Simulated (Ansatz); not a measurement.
# CoO (R3m) in Ansatz: notebook

The runs below take CoO through single point, with PBE.

All numbers are computed with Ansatz 0.2.0; they aren't measurements. Logs are shortened: lines on timing, memory, paths and dates and some standing lists are left out, and cuts for length are marked.

### Step 1. The crystal as given

It takes space group R3m (No. 160, trigonal). Conventional cell: a = 3.204 Å, b = 3.204 Å, c = 7.699 Å, α = 90.00°, β = 90.00°, γ = 120.00°. Co (site symmetry 3m) is surrounded by 4 O at 1.91 to 1.96 Å. Around O (site symmetry 3m) lie 4 Co at 1.91 to 1.96 Å.

Measurements of this composition are mostly on another form, of space group No. 225.

### Step 2. Single point, PBE, collinear spin, ferromagnetic start

File input.yaml:

```yaml
crystal:
  lattice:
    - [1.6022198417, 0.9250420569, 2.5664708903]
    - [-1.6022198417, 0.9250420569, 2.5664708903]
    - [0.0, -1.8500841138, 2.5664708903]
  atoms:
    - { symbol: Co, position: [0.99897832, 0.99897832, 0.99897832], spin: 2.5 }
    - { symbol: O, position: [0.75102103, 0.75102103, 0.75102103] }
hamiltonian:
  xc: pbe
  pseudopotentials: { kind: paw }
magnetization:
  spin_polarized: true
  initial_magnetization: 2.5
  spin_locking: { lock_magnetization: hard }
kpoints:
  mp_grid: { grid: [9, 9, 9] }
scf:
  occupations: { method: fermi_dirac, width: 0.05 }
  lower_state_search: "off"
output:
  forces: true
  stress: true
  eigenvalues: true
```

Potentials or basis: Ansatz PAW.

Launch:

```bash
ansatz run input.yaml --threads 2 --pin off --max-ram 5632MiB --backend cpu --events-out ev --progress --plain --runs-dir out
```

The program printed:

```text
Warning: output.stress: scf.convergence.dr2_threshold = 1e-7 eV (the SCF's general default) is looser than the 2e-10 eV advised for a printed stress (1e-10 eV for each atom of the cell: 2). What an SCF threshold leaves in a stress goes as its square root, and in the free energy as the threshold itself, and one threshold admits the most on a small cell: of the crystals measured, under no hybrid functional and no lock of the moments, on runs that ended without the residual-converged pass, on stresses that held no estimate of that error, the worst erred by over 100 MPa in a component at 1e-7 eV an atom and by under 5 at 1e-10. Set scf.convergence.dr2_threshold to 2e-10 eV or tighter. The threshold is an SCF's pass mark: one that does not reach it within its budget of iterations ends unconverged, or closes short of it on a stop that the run arms, and scf.convergence.dr2_threshold's page says what that costs each kind of run
Warning: RAYON_NUM_THREADS=2 ignored (pool sized by the plan → 2); use --threads N
Engine: ansatz 0.2.0, aarch64-unknown-linux-gnu
Pseudopotentials: kind: paw
Pseudopotential: Co, paw, valence charge 17, recommended cutoff 420 eV (normal), Co.paw.azcp
Pseudopotential: O, paw, valence charge 6, recommended cutoff 420 eV (normal), O.paw.azcp
Functional definition: PBE
  parameter kappa = 0.804
  parameter beta = 0.06672455060314922
  exchange = pbe_x(kappa = kappa, mu = beta*pi^2/3)
  correlation = pbe_c(beta = beta)
Crystal: 2 atoms, lattice volume = 22.823 Å³
Basis set: ecut = 420 eV, 447 PW (Γ), exchange–correlation on 48×48×48 points (8 copies of the dense FFT grid, shifted against one another)
Bands: 17, of which v1, the nominal top of the filled ones, is band 12 counted from 1 (11 counted from 0)
Symmetry: 6 space group operations
Space group: R3m (ITA 160), of the structure as read, at distance tolerance 2.8e-5 Å
Magnetic group: BNS 160.65 (UNI 1295), of the structure as read, at distance tolerance 2.8e-5 Å
k-points: 85 of 729 (time reversal used)
Non-local potential: Co, projectors of the file, l = 0: 3, l = 1: 2, l = 2: 3, l = 3: 1
Non-local potential: O, projectors of the file, l = 0: 2, l = 1: 2, l = 2: 1
PAW form: soft (Blöchl's): semilocal exchange-correlation on the pseudo side does not see the compensation charge
PAW one-centre angular grid: Co, 590 points (default); XC on 64 Gauss nodes
PAW one-centre angular grid: O, 110 points (default); XC on 64 Gauss nodes
Initial density: superposition of atomic densities (chi_scale 0.1, normalization cell, long waves kept (reshape's long-wave potential 0.00 eV rms))
Starting moments: Σ|m| = 2.5 μB on 1 of 2 sites
Initial wavefunctions: pseudopotential atomic-orbital guess
Functional: x = pbe(κ = 0.804, μ = 0.2195149727645171), c = pbe(β = 0.06672455060314922)
SCF iter   1: F=—  HF=-5694.544301 eV  |F-HF|=—  |Δ(HF+E_count)|=         —  Δρ=2.18e-1 (↑1.01e-1 ↓2.18e-1)  dr2=1.75e1  dr2_m=9.18e-1  M=2.500 μB ∫|m|=2.500 μB  β_m=0.30  ethr=3.10e-3  ⟨swp⟩=5.6  Hψ=13098  notcnv=0
preconditioner: auto → none  [metal: Δε(μ)=0.008 eV  Ē_g=12.522 eV  σ=0.050 eV  W_gap=0.04  n_scr=8 (ndim 8)  ℏωp=30.1 eV  f_vac=0.000  D(μ)=1.89/eV (n_scr^D=14)  sad-step TF]
SCF iter   2: F=—  HF=-5692.396263 eV  |F-HF|=—  |Δ(HF+E_count)|=    2.15e0  Δρ=4.91e-2 (↑3.12e-2 ↓4.91e-2)  dr2=5.05e-1  dr2_m=9.19e-2  M=2.500 μB ∫|m|=2.500 μB  β_m=0.29  ethr=3.10e-3  ⟨swp⟩=3.0  Hψ=7782  notcnv=0  defer=123
SCF iter   3: F=—  HF=-5692.313790 eV  |F-HF|=—  |Δ(HF+E_count)|=   8.25e-2  Δρ=3.54e-2 (↑1.77e-2 ↓3.54e-2)  dr2=1.64e-1  dr2_m=5.36e-2  M=2.500 μB ∫|m|=2.500 μB  β_m=0.55  ethr=2.20e-3  ⟨swp⟩=2.8  Hψ=5575  notcnv=0  defer=62
SCF iter   4: F=—  HF=-5692.415595 eV  |F-HF|=—  |Δ(HF+E_count)|=   1.02e-1  Δρ=1.76e-2 (↑9.55e-3 ↓1.76e-2)  dr2=1.04e-1  dr2_m=9.19e-3  M=2.500 μB ∫|m|=2.504 μB  β_m=0.59  ethr=7.11e-4  ⟨swp⟩=2.4  Hψ=5511  notcnv=0  defer=64
SCF iter   5: F=—  HF=-5692.420912 eV  |F-HF|=—  |Δ(HF+E_count)|=   5.32e-3  Δρ=8.51e-3 (↑4.54e-3 ↓8.51e-3)  dr2=1.92e-2  dr2_m=1.67e-3  M=2.500 μB ∫|m|=2.505 μB  β_m=0.63  ethr=4.51e-4  ⟨swp⟩=2.0  Hψ=5006  notcnv=0  defer=81
SCF iter   6: F=—  HF=-5692.421329 eV  |F-HF|=—  |Δ(HF+E_count)|=   4.17e-4  Δρ=2.13e-3 (↑1.84e-3 ↓2.13e-3)  dr2=9.04e-4  dr2_m=2.89e-4  M=2.500 μB ∫|m|=2.505 μB  β_m=0.76  ethr=8.36e-5  ⟨swp⟩=2.3  Hψ=4845  notcnv=0  defer=80
SCF iter   7: F=—  HF=-5692.422249 eV  |F-HF|=—  |Δ(HF+E_count)|=   9.20e-4  Δρ=1.72e-3 (↑1.05e-3 ↓1.72e-3)  dr2=1.04e-3  dr2_m=4.39e-5  M=2.500 μB ∫|m|=2.505 μB  β_m=0.88  ethr=3.93e-6  ⟨swp⟩=2.6  Hψ=4705  notcnv=0  defer=80
SCF iter   8: F=—  HF=-5692.422212 eV  |F-HF|=—  |Δ(HF+E_count)|=   3.70e-5  Δρ=2.87e-4 (↑2.87e-4 ↓2.87e-4)  dr2=5.47e-6  dr2_m=1.58e-5  M=2.500 μB ∫|m|=2.505 μB  β_m=0.94  ethr=3.93e-6  ⟨swp⟩=2.1  Hψ=3660  notcnv=0  defer=80
SCF iter   9: F=—  HF=-5692.422197 eV  |F-HF|=—  |Δ(HF+E_count)|=   1.49e-5  Δρ=2.26e-4 (↑7.89e-5 ↓2.26e-4)  dr2=5.64e-6  dr2_m=3.61e-6  M=2.500 μB ∫|m|=2.504 μB  β_m=0.88  ethr=2.38e-8  ⟨swp⟩=2.3  Hψ=4421  notcnv=0  defer=80
SCF iter  10: F=—  HF=-5692.422197 eV  |F-HF|=—  |Δ(HF+E_count)|=   3.99e-7  Δρ=6.74e-5 (↑3.06e-5 ↓6.74e-5)  dr2=1.31e-6  dr2_m=8.74e-8  M=2.500 μB ∫|m|=2.504 μB  β_m=0.88  ethr=2.38e-8  ⟨swp⟩=1.5  Hψ=3316  notcnv=0  defer=80
SCF iter  11: F=-5692.422197 eV  HF=-5692.422197 eV  |F-HF|=2.96e-8  |Δ(HF+E_count)|=   1.16e-7  Δρ=1.08e-5 (↑1.00e-5 ↓1.08e-5)  dr2=3.48e-8  dr2_m=8.10e-9  M=2.500 μB ∫|m|=2.504 μB  ethr=4.35e-10  ⟨swp⟩=4.7  Hψ=11712  notcnv=0
SCF 1 converged in 11 iterations: F = -5692.422197 eV  dr2 = 3.48e-8
SCF converged after 11 iterations
Stability checked in part: among states of this total moment the steps that led to this state did not find it unstable. No probe was made; neither looks for a lower state of another moment (fixed_total_moment; see scf.lower_state_search)
Magnetization: 2.5000 μB (12.7500 up, 10.2500 down)
Absolute magnetization: 2.5044 μB (∫|ρ↑−ρ↓|, with the PAW one-centre terms)
Spin contamination: 0.0166 ħ² per cell (⟨S²⟩ above its minimum at these occupations)
Per-site moments (μB) at R_I (Å): [(2.027613192127088, 0.7875142689430613), (0.24369441730764144, 0.7875142689430613)]
Free energy (F): -5692.422197 eV
Harris-Foulkes:  -5692.422197 eV  (|F-HF|=2.96e-8)
Internal energy: -5692.403124 eV  (E = F + TS)
E sigma→0 (E₀):  -5692.412660 eV
Entropy (-TS):   -0.019072 eV (-9.536 meV/atom)
Fermi energy:    11.025817 (↑ 10.962784, ↓ 11.088850) eV
--- Per-component energies (eV) ---
  E_band       = -367.703105
  E_kinetic    = 619.089615
  E_local      = -3872.808193  (includes V_loc(G=0)·N_el)
  E_nonlocal   = 511.957671
  E_hartree    = 1597.888476
  E_xc         = -228.757233
  E_vxc        = -293.953054  (∫ρ·V_xc dr)
  E_paw        = -1676.071129  (= ΣΔE_a)
  E_vpaw       = -527.779170  (= ΣTr[D̂ρ^β])
  E_aug_tail   = 0.002604  (compensation charges beyond the density's cutoff)
  E_ewald      = -2643.704935
  E_smearing   = -0.019072  (= −TS)
  E_closure    = 0.000000  (closes the sum)
  Σ components = -5692.422197   (vs F -5692.422197, Δ=0.00e0)
--- Forces (eV/Å), atoms counted from 1 ---
  atom   1  Co    -0.00000000    -0.00000000     0.21806929
  atom   2  O     -0.00000000     0.00000000    -0.21807355
  max |Σ_I F_I| component: 4.26e-6 eV/Å
--- Stress (GPa, compression-positive) ---
       -4.111575      -0.000000       0.000000
        0.000000      -4.111575       0.000000
        0.000000       0.000000       0.655821
  P = ⅓ Tr σ = -2.5224 GPa (-25.224 kbar)
--- Band table (eV; the first three rows and the last of 170) ---
  k-point 0 ↑: bands = ["-85.3012", "-48.6056", "-48.5664", "-48.5664", "-9.0298", "4.8788", "4.9284", "4.9284", "9.0116", "9.0116", "11.1892", "11.3963", "11.3963", "11.5597", "25.0325", "25.0325", "25.6120"]
  k-point 1 ↑: bands = ["-85.3010", "-48.6063", "-48.5685", "-48.5667", "-8.9595", "4.7406", "4.9337", "4.9716", "8.9825", "8.9856", "10.8369", "11.3343", "11.4571", "12.0208", "23.9147", "25.1389", "25.6461"]
  k-point 2 ↑: bands = ["-85.3006", "-48.6084", "-48.5739", "-48.5676", "-8.7786", "4.3929", "5.0484", "5.0764", "8.9418", "8.9500", "10.1495", "11.1511", "11.2515", "13.2905", "21.8216", "25.1894", "25.6208"]
  k-point 84 ↓: bands = ["-82.6929", "-46.0892", "-46.0231", "-46.0216", "-7.8954", "4.5935", "6.0889", "6.2601", "10.7191", "10.7209", "11.0854", "12.4841", "12.6364", "17.6265", "19.0366", "24.0146", "25.1612"]
```

Wall time 4.9 s (2 threads of Arm Neoverse V1, shared host); peak memory 0.33 GiB.

Results:

* Free energy: -5692.4222 eV
* Pressure: -2.5 GPa
* Largest force: 0.218 eV/Å
* Net moment: 2.50 μB per cell
* Absolute moment: 2.50 μB per cell
* Site moments: Co +2.03; O +0.24 μB

Forces on the atoms (eV/Å):
```
Co   0.000  0.000  0.218
O    0.000  0.000 -0.218
```

Caveat: the pressure holds a Pulay correction of +0.6 GPa for the finite cutoff; the total moment is fixed, so each spin has its own Fermi level; a cell with one magnetic atom can't hold antiferromagnetic order, which such compounds often take; the thresholds are loose for stress.

### Step 3. Single point, PBE, collinear spin, ferromagnetic start

input.yaml, as its differences from that of step 2:

```diff
@@ -6,3 +6,3 @@
   atoms:
-    - { symbol: Co, position: [0.99897832, 0.99897832, 0.99897832], spin: 2.5 }
+    - { symbol: Co, position: [0.99897832, 0.99897832, 0.99897832], spin: 3.0 }
     - { symbol: O, position: [0.75102103, 0.75102103, 0.75102103] }
@@ -13,3 +13,3 @@
   spin_polarized: true
-  initial_magnetization: 2.5
+  initial_magnetization: 3.0
   spin_locking: { lock_magnetization: hard }
@@ -24 +24,5 @@
   eigenvalues: true
+  write_density: true
+  write_potential: true
+  elf: true
+  volumetric_format: npy
```

Potentials or basis: Ansatz PAW.

Launch:

```bash
ansatz run input.yaml --threads 2 --pin off --max-ram 5632MiB --backend cpu --events-out ev --progress --plain --runs-dir out
```

It took 6.7 s on 2 threads of Arm Neoverse V1, shared host; peak memory 0.34 GiB.

Results (log left out):

| Item | Value |
| --- | --- |
| Free energy | -5692.4156 eV |
| Pressure | 2.1 GPa |
| Largest force | 0.304 eV/Å |
| Net moment | 3.00 μB per cell |
| Absolute moment | 3.00 μB per cell |
| Site moments | Co +2.36; O +0.36 μB |

Forces on the atoms (eV/Å):
```
Co   0.000  0.000  0.304
O    0.000  0.000 -0.304
```

Stress tensor (GPa, compression positive):
```
0.11 0.00 0.00
0.00 0.11 0.00
0.00 0.00 6.17
```

Caveat: the pressure holds a Pulay correction of +0.7 GPa for the finite cutoff; the total moment is fixed, so each spin has its own Fermi level; a cell with one magnetic atom can't hold antiferromagnetic order, which such compounds often take; the thresholds are loose for stress.

### Step 4. Single point, PBE, collinear spin, ferromagnetic start

input.yaml, as its differences from that of step 3:

```diff
@@ -6,3 +6,3 @@
   atoms:
-    - { symbol: Co, position: [0.99897832, 0.99897832, 0.99897832], spin: 3.0 }
+    - { symbol: Co, position: [0.99897832, 0.99897832, 0.99897832], spin: 4.0 }
     - { symbol: O, position: [0.75102103, 0.75102103, 0.75102103] }
@@ -13,3 +13,3 @@
   spin_polarized: true
-  initial_magnetization: 3.0
+  initial_magnetization: 4.0
   spin_locking: { lock_magnetization: hard }
@@ -24,5 +24 @@
   eigenvalues: true
-  write_density: true
-  write_potential: true
-  elf: true
-  volumetric_format: npy
```

Potentials or basis: Ansatz PAW.

Launch:

```bash
ansatz run input.yaml --threads 2 --pin off --max-ram 5632MiB --backend cpu --events-out ev --progress --plain --runs-dir out
```

The program printed:

```text
Warning: output.stress: scf.convergence.dr2_threshold = 1e-7 eV (the SCF's general default) is looser than the 2e-10 eV advised for a printed stress (1e-10 eV for each atom of the cell: 2). What an SCF threshold leaves in a stress goes as its square root, and in the free energy as the threshold itself, and one threshold admits the most on a small cell: of the crystals measured, under no hybrid functional and no lock of the moments, on runs that ended without the residual-converged pass, on stresses that held no estimate of that error, the worst erred by over 100 MPa in a component at 1e-7 eV an atom and by under 5 at 1e-10. Set scf.convergence.dr2_threshold to 2e-10 eV or tighter. The threshold is an SCF's pass mark: one that does not reach it within its budget of iterations ends unconverged, or closes short of it on a stop that the run arms, and scf.convergence.dr2_threshold's page says what that costs each kind of run
Warning: RAYON_NUM_THREADS=2 ignored (pool sized by the plan → 2); use --threads N
[... 9 set-up lines as earlier in the session ...]
Crystal: 2 atoms, lattice volume = 22.823 Å³
Basis set: ecut = 420 eV, 447 PW (Γ), exchange–correlation on 48×48×48 points (8 copies of the dense FFT grid, shifted against one another)
Bands: 18, of which v1, the nominal top of the filled ones, is band 12 counted from 1 (11 counted from 0)
[... 2 set-up lines as earlier in the session ...]
Magnetic group: BNS 160.65 (UNI 1295), of the structure as read, at distance tolerance 2.8e-5 Å
k-points: 85 of 729 (time reversal used)
[... 6 set-up lines as earlier in the session ...]
Starting moments: Σ|m| = 4 μB on 1 of 2 sites
[... 2 set-up lines as earlier in the session ...]
SCF iter   1: F=—  HF=-5690.316332 eV  |F-HF|=—  |Δ(HF+E_count)|=         —  Δρ=1.71e-1 (↑3.60e-2 ↓1.71e-1)  dr2=3.73e0  dr2_m=2.07e0  M=4.000 μB ∫|m|=4.000 μB  β_m=0.30  ethr=3.10e-3  ⟨swp⟩=5.3  Hψ=13483  notcnv=0
preconditioner: auto → none  [metal: Δε(μ)=0.005 eV  Ē_g=18.064 eV  σ=0.050 eV  W_gap=0.02  n_scr=8 (ndim 8)  ℏωp=30.1 eV  f_vac=0.000  D(μ)=4.65/eV (n_scr^D=76)  sad-step TF]
[... 11 lines left out ...]
SCF converged after 11 iterations
Stability checked in part: among states of this total moment the steps that led to this state did not find it unstable. No probe was made; neither looks for a lower state of another moment (fixed_total_moment; see scf.lower_state_search)
Magnetization: 4.0000 μB (13.5000 up, 9.5000 down)
Absolute magnetization: 4.0000 μB (∫|ρ↑−ρ↓|, with the PAW one-centre terms)
Spin contamination: 0.0052 ħ² per cell (⟨S²⟩ above its minimum at these occupations)
Per-site moments (μB) at R_I (Å): [(2.7172287946490026, 0.7875142689430613), (0.6190032281634791, 0.7875142689430613)]
Free energy (F): -5690.346859 eV
Harris-Foulkes:  -5690.346859 eV  (|F-HF|=7.82e-9)
Internal energy: -5690.313913 eV  (E = F + TS)
E sigma→0 (E₀):  -5690.330386 eV
Entropy (-TS):   -0.032946 eV (-16.473 meV/atom)
Fermi energy:    12.872212 (↑ 15.750420, ↓ 9.994004) eV
--- Per-component energies (eV) ---
  E_band       = -387.316438
  E_kinetic    = 618.523670
  E_local      = -3841.137283  (includes V_loc(G=0)·N_el)
  E_nonlocal   = 504.124716
  E_hartree    = 1571.804045
  E_xc         = -229.592104
  E_vxc        = -295.069022  (∫ρ·V_xc dr)
  E_paw        = -1670.334617  (= ΣΔE_a)
  E_vpaw       = -517.363393  (= ΣTr[D̂ρ^β])
  E_aug_tail   = 0.002594  (compensation charges beyond the density's cutoff)
  E_ewald      = -2643.704935
  E_smearing   = -0.032946  (= −TS)
  E_closure    = 0.000000  (closes the sum)
  Σ components = -5690.346859   (vs F -5690.346859, Δ=0.00e0)
--- Forces (eV/Å), atoms counted from 1 ---
  atom   1  Co     0.00000000     0.00000000     0.34652105
  atom   2  O      0.00000000    -0.00000000    -0.34652412
  max |Σ_I F_I| component: 3.07e-6 eV/Å
--- Stress (GPa, compression-positive) ---
       13.449699      -0.000000       0.000000
       -0.000000      13.449699      -0.000000
        0.000000      -0.000000      18.218420
  P = ⅓ Tr σ = 15.0393 GPa (150.393 kbar)
--- Band table (eV; the first three rows and the last of 170) ---
  k-point 0 ↑: bands = ["-87.2986", "-50.5287", "-50.4977", "-50.4977", "-9.2529", "4.1123", "4.1762", "4.1762", "7.1653", "7.1653", "10.3848", "10.3848", "10.4779", "10.6441", "24.5250", "24.5250", "25.1026", "30.4138"]
  k-point 1 ↑: bands = ["-87.2985", "-50.5293", "-50.4996", "-50.4980", "-9.1819", "4.0323", "4.1747", "4.2227", "7.1475", "7.1493", "9.7711", "10.3082", "10.4106", "11.4289", "23.3869", "24.6236", "25.1265", "29.2420"]
  k-point 2 ↑: bands = ["-87.2981", "-50.5312", "-50.5043", "-50.4988", "-8.9994", "3.7942", "4.2969", "4.3343", "7.1288", "7.1330", "8.9190", "10.0966", "10.1761", "12.7445", "21.2689", "24.6428", "25.0634", "28.4980"]
  k-point 84 ↓: bands = ["-83.8332", "-47.1479", "-47.1234", "-47.1221", "-7.4485", "4.9361", "6.2156", "6.3699", "9.9921", "9.9964", "10.3839", "11.7993", "11.9974", "17.8982", "19.5059", "24.1701", "25.2830", "29.9800"]
```

Wall time 5.3 s (2 threads of Arm Neoverse V1, shared host); peak memory 0.33 GiB.

Results:

| Property | Result |
| --- | --- |
| Free energy | -5690.3469 eV |
| Pressure | 15.0 GPa |
| Largest force | 0.347 eV/Å |
| Net moment | 4.00 μB per cell |
| Absolute moment | 4.00 μB per cell |
| Site moments | Co +2.72; O +0.62 μB |

Forces on the atoms (eV/Å):
```
Co   0.000  0.000  0.347
O    0.000  0.000 -0.347
```

Caveat: the pressure holds a Pulay correction of +0.7 GPa for the finite cutoff; the total moment is fixed, so each spin has its own Fermi level; a cell with one magnetic atom can't hold antiferromagnetic order, which such compounds often take; the thresholds are loose for stress.

### Step 5. Summary

```csv
fixed moment (μB),pressure (GPa),moment (μB),largest force (eV/Å)
2.5,-2.5,2.50,0.22
3.0,2.1,3.00,0.30
4.0,15.0,4.00,0.35
```

Alike in all rows: task single point; level PBE; potentials or basis Ansatz PAW; spin collinear, ferromagnetic start; cell as given; k mesh 9 × 9 × 9; cutoff (eV) 420; smearing fermi-dirac 0.05 eV.

Caveats: the total moment is fixed, so each spin has its own Fermi level; a cell with one magnetic atom can't hold antiferromagnetic order, which such compounds often take; the thresholds are loose for stress.

Absolute energies hang on the potentials; compare differences alone.
